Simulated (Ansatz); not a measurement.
Crystal: C.

```
C
1.0
     2.12732   -1.22828    0.00000
     2.12732    1.22828    0.00000
    -1.37907    0.00000    3.50283
C
2
Direct
  0.16664 0.16664 0.99991
  0.83336 0.83336 0.00009
```

This is a stacking variant of graphite.

Base run:

- Program: Ansatz 0.2.0
- Functional: LDA
- Potentials or basis: all-electron LAPW, scalar-relativistic
- Cutoff: 532 eV
- Density cutoff: 2130 eV
- Basis error allowed: 0.001 eV/atom
- k mesh: 13 × 13 × 8
- Occupations: fermi-dirac, width 0.05 eV
- Spin: no spin polarisation

Its results: pressure -4.1 GPa; largest force 0.004 eV/Å.

Task: The run is repeated on the same cell with these changes: functional from LDA to PBEsol. What comes out?

Result: Pressure 0.9 GPa; largest force 0.005 eV/Å.

PBEsol binds less tightly than LDA, so the same cell stands under more pressure.

Caveats: this functional lacks dispersion, which binds the layers, so the pressure and a relaxed spacing across them are unreliable (some runs).

Not every run made on this cell is shown here.
